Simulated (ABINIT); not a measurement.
GaAs:

```
As Ga
1.0
     0.00000    2.82685    2.82685
     2.82685    0.00000    2.82685
     2.82685    2.82685    0.00000
As Ga
1 1
Direct
  0.75000 0.75000 0.75000
  0.00000 0.00000 0.00000
```

```yaml
Program: ABINIT 10.8.3 (patched build)
Task: relaxation of cell and atoms
Functional: PBE
Potentials_or_basis: PseudoDojo NC SR PBE v0.5 standard
Cutoff: 1143 eV
k_mesh: 6 × 6 × 6
Occupations: fermi-dirac, width 0.05 eV
Spin: no spin polarisation
```

At the start: pressure 3.4 GPa; volume 22.59 Å³/atom.

**Question.** Where does the relaxation end?

**Answer.** Over 5 steps the energy falls by 11.6 meV/atom and the volume is 23.75 Å³/atom (+5.1 %); space group F-43m (No. 216, to 0.05 Å).

The path:
```csv
step,energy change (eV),largest force (eV/Å),pressure (GPa),volume (Å³)
1,0.0000,0.0000,3.39,45.18
2,-0.0088,0.0000,2.61,45.65
3,-0.0231,0.0000,0.21,47.33
4,-0.0232,0.0000,0.02,47.49
5,-0.0232,0.0000,0.00,47.51
```

Final structure:
```yaml
crystal:
  lattice:
    - [0.00000, 2.87456, 2.87456]
    - [2.87456, 0.00000, 2.87456]
    - [2.87456, 2.87456, 0.00000]
  atoms:
    - { symbol: As, position: [0.75000, 0.75000, 0.75000] }
    - { symbol: Ga, position: [0.00000, 0.00000, 0.00000] }
```
